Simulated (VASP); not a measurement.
The system is CO2.

```xyz
6
Lattice="-1.9747 1.9747 3.0141 1.9747 -1.9747 3.0141 1.9747 1.9747 -3.0141" Properties=species:S:1:pos:R:3 pbc="T T T"
O     1.3223    0.9874    3.7676
O     0.6525    0.9874    0.7535
O     2.9621    0.6525   -0.7535
O    -0.9874    1.3223    2.2605
C     0.0000    0.0000    0.0000
C     0.0000    1.9747    1.5070
```

The cell comes from a database or a generator and needn't be the stable form of this composition.

```yaml
Program: VASP 6.6.1
Task: relaxation of cell and atoms
Functional: PBEsol
Potentials_or_basis: VASP PAW PBE potentials, release 64 (O, C)
Cutoff: 600 eV
k_mesh: 8 × 8 × 8
Occupations: gaussian, width 0.02 eV
Spin: no spin polarisation
```

At the start: pressure -5.4 GPa; volume 7.84 Å³/atom.

Question: Where does the relaxation end?

Answer: Over 10 steps the energy falls by 3.6 meV/atom and the volume is 7.61 Å³/atom (-2.9 %); space group I-42d (No. 122, to 0.05 Å).

Step by step:
| step | energy change (eV) | largest force (eV/Å) | pressure (GPa) | volume (Å³) |
| --- | --- | --- | --- | --- |
| 1 | 0.0000 | 0.1232 | -5.41 | 47.01 |
| 2 | 0.0057 | 0.5582 | 6.26 | 45.24 |
| 3 | -0.0154 | 0.1822 | -0.27 | 46.18 |
| 4 | -0.0207 | 0.0763 | -0.16 | 45.90 |
| 5 | -0.0217 | 0.0031 | -0.05 | 45.72 |
| 6 | -0.0217 | 0.0073 | -0.08 | 45.73 |
| 7 | -0.0217 | 0.0097 | 0.01 | 45.70 |
| 8 | -0.0218 | 0.0143 | 0.18 | 45.65 |
| 9 | -0.0218 | 0.0072 | 0.09 | 45.66 |
| 10 | -0.0218 | 0.0005 | 0.01 | 45.66 |

Final structure:
```
CELL_PARAMETERS angstrom
-1.96019 1.96019 2.97084
1.96019 -1.96019 2.97084
1.96019 1.96019 -2.97084
ATOMIC_POSITIONS crystal
O 0.87500 0.95704 0.58204
O 0.37500 0.29296 0.41796
O 0.04296 0.62500 0.91796
O 0.70704 0.12500 0.08204
C 0.00000 0.00000 0.00000
C 0.75000 0.25000 0.50000
```

Caveat: the PAW data sets were made with another functional, which shifts forces and pressure a little.
